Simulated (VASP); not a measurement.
**VASP 6.6.1 run: CaO**

INCAR

```
EDIFF = 1E-7
ISMEAR = -5
ENCUT = 520
LCHARG = .FALSE.
NELM = 120
GGA = PE
IBRION = -1
ISIF = 2
PREC = Accurate
LREAL = .FALSE.
NBANDS = 15
LASPH = .TRUE.
NSW = 0
SIGMA = 0.05
LWAVE = .FALSE.
```

KPOINTS

```
KPOINTS created by Atomic Simulation Environment
0
Gamma
10 10 10
0 0 0
```

POSCAR

```
Ca O
 1.0000000000000000
     0.0000000000000000    2.4934521181000000    2.3522183347999999
     2.4934521181000000    0.0000000000000000    2.3522183347999999
     2.4934521181000000    2.4934521181000000    0.0000000000000000
 Ca  O
   1   1
Cartesian
  0.0000000000000000  0.0000000000000000  0.0000000000000000
  2.4934521181000000  2.4934521181000000  2.3522183347999999
```

The recommended PBE PAW datasets give the neutral cell 16 valence electrons.

Command

```
mpirun -np 1 vasp_std
```

Question: How does this run end, and what does it give?

Answer: It converged. Results: gap between bands v and c on the k mesh 3.44 eV; least direct gap on the k mesh 4.00 eV; pressure -2.4 GPa. Band v is the last that the valence electrons fill when counted band by band, and c is the next.

OSZICAR

```
N       E                     dE             d eps       ncg     rms          rms(c)
DAV:   1     0.122824504939E+03    0.12282E+03   -0.83357E+03  3060   0.108E+03
DAV:   2    -0.922288844790E+01   -0.13205E+03   -0.12321E+03  3732   0.286E+02
DAV:   3    -0.143701465757E+02   -0.51473E+01   -0.51108E+01  3705   0.587E+01
DAV:   4    -0.145054393805E+02   -0.13529E+00   -0.13522E+00  4399   0.835E+00
DAV:   5    -0.145062177380E+02   -0.77836E-03   -0.77835E-03  3579   0.658E-01    0.860E+00
DAV:   6    -0.128613705250E+02    0.16448E+01   -0.53870E+00  3467   0.220E+01    0.376E+00
DAV:   7    -0.127743857756E+02    0.86985E-01   -0.43758E-01  3363   0.666E+00    0.183E+00
DAV:   8    -0.127709351992E+02    0.34506E-02   -0.79906E-02  3879   0.304E+00    0.402E-01
DAV:   9    -0.127697168836E+02    0.12183E-02   -0.44110E-03  3272   0.545E-01    0.113E-01
DAV:  10    -0.127704407397E+02   -0.72386E-03   -0.82833E-04  3711   0.246E-01    0.451E-02
DAV:  11    -0.127704182929E+02    0.22447E-04   -0.50896E-05  3797   0.831E-02    0.713E-03
DAV:  12    -0.127704183332E+02   -0.40257E-07   -0.87267E-06  3536   0.241E-02    0.357E-03
DAV:  13    -0.127704184799E+02   -0.14671E-06   -0.31030E-07  3866   0.579E-03    0.759E-04
DAV:  14    -0.127704185160E+02   -0.36078E-07   -0.31392E-08  2251   0.195E-03
   1 F= -.12770419E+02 E0= -.12770419E+02  d E =0.000000E+00
```

For comparison, a separate PBE run of the intended cell, on usual settings and not on those above, gives a gap of 3.44 eV on its mesh and a pressure of -2.4 GPa.
